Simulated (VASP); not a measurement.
**Ni: relaxation of cell and atoms with PBEsol**

Ni:

```
CELL_PARAMETERS angstrom
0.00000 1.73133 1.73133
1.73133 0.00000 1.73133
1.73133 1.73133 0.00000
ATOMIC_POSITIONS crystal
Ni 0.00000 0.00000 0.00000
```

```
Program                : VASP 6.6.1
Task                   : relaxation of cell and atoms
Functional             : PBEsol
Potentials or basis    : VASP PAW PBE potentials, release 64 (Ni)
Cutoff                 : 520 eV
k mesh                 : 20 × 20 × 20
Occupations            : gaussian, width 0.1 eV
Spin                   : collinear spin, ferromagnetic start
Starting moments       : [0.8] μB
Further INCAR settings : ALGO = Normal; EDIFF = 1e-07; IBRION = 2; EDIFFG = -0.002; NSW = 80; ISIF = 3
```

| Quantity | Value |
| --- | --- |
| Relaxed volume | 10.38 Å³/atom |
| Relaxed cell | a = 2.449 Å, b = 2.449 Å, c = 2.449 Å, α = 60.00°, β = 60.00°, γ = 60.00° |
| Space group after relaxing (to 0.05 Å) | Fm-3m (No. 225) |
| Energy gained by relaxing | 0.0 meV/atom |
| Ionic steps | 3 |
| Pressure after relaxing | 0.0 GPa |
| Band gap on the k mesh | none (metal or under the smearing width) |
| Net moment | 0.62 μB per cell |
| Site moments | Ni +0.63 μB |
| Valence electrons inside the program's atomic spheres | Ni 9.40 |

Final structure:
```yaml
crystal:
  lattice:
    - [0.00000, 1.73140, 1.73140]
    - [1.73140, 0.00000, 1.73140]
    - [1.73140, 1.73140, 0.00000]
  atoms:
    - { symbol: Ni, position: [0.00000, 0.00000, 0.00000] }
```

Levels at points of the mesh, in eV from the Fermi level:
Spin up:
| k point | band 2 | band 3 | band 4 | band 5 | band 6 | band 7 | band 8 | band 9 |
| --- | --- | --- | --- | --- | --- | --- | --- | --- |
| (0.00, 0.00, 0.00) | -2.55 | -2.55 | -2.55 | -1.30 | -1.30 | 24.10 | 28.30 | 28.30 |
| (0.50, 0.00, 0.00) | -2.54 | -2.54 | -0.58 | -0.58 | -0.43 | 5.98 | 22.57 | 25.44 |
| (0.50, 0.50, 0.00) | -4.45 | -0.54 | -0.43 | -0.43 | 2.42 | 9.62 | 15.21 | 15.21 |
Spin down:
| k point | band 2 | band 3 | band 4 | band 5 | band 6 | band 7 | band 8 | band 9 |
| --- | --- | --- | --- | --- | --- | --- | --- | --- |
| (0.00, 0.00, 0.00) | -1.83 | -1.83 | -1.83 | -0.69 | -0.69 | 23.99 | 28.30 | 28.30 |
| (0.50, 0.00, 0.00) | -1.93 | -1.93 | -0.46 | 0.16 | 0.16 | 6.41 | 22.46 | 25.53 |
| (0.50, 0.50, 0.00) | -3.87 | 0.10 | 0.39 | 0.39 | 2.41 | 9.89 | 15.24 | 15.24 |

Wall time 33 s on 1 thread of Intel(R) Xeon(R) 6975P-C (Granite Rapids) (shared host), peak memory 0.16 GiB.

Caveat: the PAW data sets were made with another functional, which shifts forces and pressure a little.
